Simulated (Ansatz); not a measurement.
A 3-atom cell of CaF₂ started from a crystallographic database, relaxed with r2SCAN: it is cubic, Fm-3m (No. 225); a = 5.439 Å in the conventional setting, 13.41 Å³ an atom. Ca has 8 F at 2.36 Å; F has 4 Ca at 2.36 Å. One-shot G0W0@PBE in Ansatz on a 4×4×4 mesh (contour deformation, no spin-orbit coupling), from a PBE gap of 7.376 eV over the mesh points (the G0W0 gap is indirect on the mesh); the number N of bands summed and the screening cutoff rise together. No spin polarisation and no zero-point or thermal motion.

```csv
N,cutoff (eV),1000/N,G0W0 gap (eV)
77,80,12.987,10.384
163,140,6.135,10.471
```

Q: Lay a straight line in 1000/N through these rows.

A: The slope is -0.0127 eV per unit of 1000/N and the intercept 10.549 eV.

Q: Predict the gap at N = 289 (210 eV).

A: 10.549 + (-0.0127) × 3.460 = 10.505 eV; the run gives 10.615 eV, +0.110 eV from the line.

Q: With that run's result added, what limit do the last two rows suggest?

A: Their slope is (10.615 − 10.471)/(3.460 − 6.135) = -0.0538, which meets 1/N = 0 at 10.80 eV, against 10.549 eV from the first line. The slope steepens, so 1/N isn't yet asymptotic and the true limit probably lies higher still; the k mesh isn't extrapolated.
